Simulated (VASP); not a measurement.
**VASP 6.6.1 run: KI**

INCAR

```
SIGMA = 0.02
NBANDS = 15
ISIF = 2
IMIX = 1
EDIFF = 1E-7
LCHARG = .FALSE.
GGA = PE
NELM = 98
LREAL = .FALSE.
ENCUT = 520
LASPH = .TRUE.
PREC = Accurate
NSW = 0
LWAVE = .FALSE.
ISMEAR = -1
BMIX = 0.0001
AMIX = 1.5
IBRION = -1
```

KPOINTS

```
KPOINTS created by Atomic Simulation Environment
0
Gamma
6 6 6
0 0 0
```

POSCAR

```
K  I
 1.0000000000000000
    -0.0132196470000000    3.9526744507000000    3.9526744507000000
     3.9526744507000000   -0.0132196470000000    3.9526744507000000
     3.9526744507000000    3.9526744507000000   -0.0132196470000000
 K   I
   1   1
Cartesian
 -0.0013317010789686 -0.0013317010789686 -0.0013317010789686
  1.9743640146789687  1.9743640146789687  1.9743640146789687
```

The recommended PBE PAW datasets give the neutral cell 16 valence electrons.

Command

```
mpirun -np 1 vasp_std
```

OSZICAR

```
N       E                     dE             d eps       ncg     rms          rms(c)
DAV:   1     0.933995917075E+02    0.93400E+02   -0.60649E+03   960   0.862E+02
DAV:   2     0.159200966453E+01   -0.91808E+02   -0.85376E+02  1213   0.201E+02
DAV:   3    -0.511025948895E+01   -0.67023E+01   -0.66707E+01  1382   0.485E+01
DAV:   4    -0.556531132168E+01   -0.45505E+00   -0.45493E+00  1714   0.105E+01
DAV:   5    -0.556628041263E+01   -0.96909E-03   -0.96908E-03  1381   0.587E-01    0.297E+00
DAV:   6    -0.623853192780E+01   -0.67225E+00   -0.64286E+00  1303   0.116E+01    0.461E+00
DAV:   7    -0.891887405010E+01   -0.26803E+01   -0.24313E+01  1233   0.187E+01    0.102E+01
DAV:   8    -0.166399518136E+02   -0.77211E+01   -0.83112E+01  1184   0.349E+01    0.337E+01
DAV:   9    -0.489520831920E+02   -0.32312E+02   -0.30590E+02  1452   0.754E+01    0.437E+01
DAV:  10    -0.130741343359E+03   -0.81789E+02   -0.81831E+02  1422   0.124E+02    0.967E+01
...
DAV:  41    -0.651771230040E+04   -0.86214E+02   -0.50549E+04  1664   0.112E+03    0.920E+03
DAV:  42    -0.642955783097E+04    0.88154E+02   -0.52443E+04  1920   0.421E+02    0.917E+03
DAV:  43    -0.650114762263E+04   -0.71590E+02   -0.50449E+04  1664   0.112E+03    0.915E+03
DAV:  44    -0.642610872291E+04    0.75039E+02   -0.52544E+04  1920   0.423E+02    0.919E+03
DAV:  45    -0.650598972281E+04   -0.79881E+02   -0.50500E+04  1664   0.112E+03    0.920E+03
DAV:  46    -0.641678931373E+04    0.89200E+02   -0.52380E+04  1920   0.420E+02    0.917E+03
DAV:  47    -0.650445313609E+04   -0.87664E+02   -0.50651E+04  1664   0.112E+03    0.915E+03
DAV:  48    -0.642248387465E+04    0.81969E+02   -0.52396E+04  1920   0.425E+02    0.920E+03
DAV:  49    -0.650099864157E+04   -0.78515E+02   -0.50484E+04  1664   0.112E+03    0.922E+03
   1 F= -.65009986E+04 E0= -.65009974E+04  d E =-.249633E-02
```

Standard output (part)

```
POSCAR found type information on POSCAR K I
 POSCAR found :  2 types and       2 ions
 LDA part: xc-table for (Slater+PW92), standard interpolation
 POSCAR, INCAR and KPOINTS ok, starting setup
 WAVECAR not read
 entering main loop
 hard stop encountered!  aborting job ...
|     The electronic self-consistency was not achieved in the given           |
|     number of steps (NELM). The forces and other quantities evaluated       |
|     might not be reliable so examine the results carefully. If you find     |
|     spurious results, we suggest increasing NELM, if you were close to      |
|     convergence or switching to a different ALGO or adjusting the           |
|     density mixing parameters otherwise.                                    |
 soft stop encountered!  aborting job ...
 deleting file STOPCAR
```

It was cut off at its time limit.

The fault: mixing far too strong.

The run took about 5.1 min on one core of a shared host (Intel Xeon Platinum 8488C) and held 0.27 GiB at most.
